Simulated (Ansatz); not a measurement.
Pt, beta-Sn type: geometry optimisation

Level of theory: DFT, revPBE, plane waves (420 eV) with PAW, scalar-relativistic (Ansatz 0.2.0). The PAW files were generated under PBE, with cores re-solved for the functional.

k-point mesh 13×13×9, Fermi-Dirac smearing 0.1 eV, no spin polarisation. Cell and atoms relax.

Starting structure:

```xyz
2
Lattice="-2.4393 2.4393 1.3319 2.4393 -2.4393 1.3319 2.4393 2.4393 -1.3319" Properties=species:S:1:pos:R:3 pbc="T T T"
Pt    0.0000    0.0000    0.0000
Pt    0.0000    2.4393    0.6659
```

**Question.** The pressure at the start is 23.6 GPa. By how much does the volume change?

**Answer.** From 15.85 to 16.93 Å³ per atom, 6.8 %. The final cell has a = 2.739 Å, b = 6.606 Å, c = 3.744 Å.

The cell has left the beta-Sn structure type; it ends in Cmcm.

**Question.** How much energy does the relaxation gain?

**Answer.** 247.7 meV per atom.

Path of the relaxation (the plane waves are chosen anew near the end, which can shift the energy a little):

| step | E − E(final) (meV/atom) | V (Å³/atom) | P (GPa) | max force (eV/Å) |
| --- | --- | --- | --- | --- |
| 0 | 247.70 | 15.850 | 23.64 | 0.000 |
| 1 | 158.11 | 18.132 | -6.95 | 0.001 |
| 2 | 141.86 | 17.554 | -1.49 | 0.001 |
| 3 | 141.04 | 17.400 | 0.18 | 0.002 |
| 4 | 140.55 | 17.388 | 0.29 | 0.008 |
| 5 | 115.01 | 17.271 | 0.73 | 0.047 |
| 6 | 68.21 | 17.066 | 1.25 | 0.044 |
| 7 | 36.02 | 16.871 | 1.48 | 0.114 |
| 8 | 33.43 | 16.920 | -0.30 | 0.001 |
| 9 | 32.77 | 16.885 | 0.32 | 0.007 |
| 10 | 32.47 | 16.927 | -0.12 | 0.020 |
| 11 | 32.44 | 16.922 | -0.04 | 0.001 |
| 12 | 32.44 | 16.916 | 0.03 | 0.001 |
| 13 | 14.77 | 16.916 | 1.84 | 0.005 |
| 14 | 4.57 | 16.955 | 0.86 | 0.001 |
| 15 | 0.54 | 16.987 | -0.16 | 0.011 |
| 16 | 0.13 | 16.946 | -0.02 | 0.002 |
| 17 | 0.09 | 16.935 | -0.01 | 0.000 |
| 18 | 0.00 | 16.935 | 0.00 | 0.000 |

The k-point mesh keeps fewer symmetry operations than the starting structure has, so the cell can leave it.
